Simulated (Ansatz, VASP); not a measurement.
Two plane-wave programs on Os

File POSCAR:

```
Os
1.0
    0.0000000000      1.9450000000      1.9450000000
    1.9450000000      0.0000000000      1.9450000000
    1.9450000000      1.9450000000      0.0000000000
Os
1
Direct
    0.0000000000      0.0000000000      0.0000000000
```

INCAR.step1

```
PREC = Accurate ; ENCUT = 520
ISMEAR = -1 ; SIGMA = 0.03
LREAL = False ; LASPH = True
NELM = 60 ; NBANDS = 10
GGA = PE ; ALGO = Normal
EDIFF = 1E-4 ; LWAVE = True
LCHARG = False
```

The input INCAR.step2:

```
PREC = Accurate ; ENCUT = 520
EDIFF = 1E-8 ; ISMEAR = -1
SIGMA = 0.03 ; LREAL = False
LASPH = True ; NELM = 60
ALGO = Normal ; ISIF = 2
LWAVE = False ; LCHARG = False
METAGGA = R2SCAN ; LMIXTAU = True
LEFG = True ; NBANDS = 10
ISTART = 1
```

Contents of KPOINTS:

```
regular mesh
0
Gamma
  14 14 14
```

Input for Ansatz:

```yaml
crystal:
  lattice:
    - [0.0, 1.945, 1.945]
    - [1.945, 0.0, 1.945]
    - [1.945, 1.945, 0.0]
  atoms:
    - { symbol: Os, position: [0.0, 0.0, 0.0] }
kpoints:
  mp_grid: { grid: [14, 14, 14] }
  band_path:
    path:
      - [0.0, 0.0, 0.0]
      - [0.5, 0.0, 0.5]
      - [0.625, 0.25, 0.625]
      - [0.375, 0.375, 0.75]
      - [0.0, 0.0, 0.0]
      - [0.5, 0.5, 0.5]
      - [0.5, 0.25, 0.75]
      - [0.5, 0.0, 0.5]
    npoints: 5
scf:
  occupations: { method: fermi_dirac, width: 0.03 }
hamiltonian:
  xc: r2scan
  pseudopotentials: { kind: paw }
output:
  forces: true
  stress: true
  eigenvalues: true
  efg: { contact_densities: true }
  write_density: true
  write_potential: true
  elf: true
  volumetric_format: npy
```

Alike in both runs: task electric field gradients; functional r2SCAN; k mesh 14 × 14 × 14; occupations fermi-dirac, width 0.03 eV; no spin polarisation.

|  | VASP | Ansatz |
| --- | --- | --- |
| version | VASP 6.6.1 | Ansatz 0.2.0 |
| potentials or method | VASP PAW PBE potentials, release 64 (Os) | PAW with Ansatz's default frozen-core files, scalar-relativistic |
| plane-wave cutoff (eV) | 520 | 500 |
| valence electrons in the cell | 8 | 16 |

```tsv
	VASP	Ansatz	Ansatz less VASP
pressure (GPa)	-16.2	-16.8	-0.55
Vzz of the field gradient on the site that differs most (V/Å²)	0.0	0.0	0.00
```

The two sets of potentials don't hold the same shells in valence. Ansatz warned: «gradients_without_spin_orbit».

Caveats: so large a pressure means that the cell lies far from this level's equilibrium, or that cutoff or potentials fall short (VASP); the potentials were made for another functional, which shifts forces and pressure (VASP). The runs have no spin-orbit coupling, so splittings on Os are missing.
